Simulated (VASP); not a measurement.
Input of a VASP 6.6.1 run:

Contents of INCAR:

```
  ALGO = Fast
  EDIFF = 1E-7
  ENCUT = 520
  GGA = PE
  ISIF = 2
  ISMEAR = 0
  LASPH = T
  LCHARG = F
  LREAL = F
  LWAVE = F
  NBANDS = 12
  NELM = 100
  PREC = Accurate
  SIGMA = 0.1
```

Contents of KPOINTS:

```
k-points
0
Gamma
  21 21 21
```

Contents of POSCAR:

```
Ga
1.0
    2.1081130656      1.2171196459      1.2926645654
   -2.1081130656      1.2171196459      1.2926645654
    0.0000000000     -2.4342392918      1.2926645654
Ga
1
Direct
    0.5000000000      0.5000000000      0.5000000000
```

Potentials or basis: VASP PAW PBE potentials, release 64 (Ga_d).

Launch:

```bash
$ cat potpaw_PBE.64/Ga_d/POTCAR > POTCAR
$ mpirun -np 1 vasp_std > vasp.out
```

(1) What does it give for the band gap on the k mesh?

(2) Predict the pressure.

Answers

(1) none (metal or under the smearing width).

(2) 0.1 GPa.
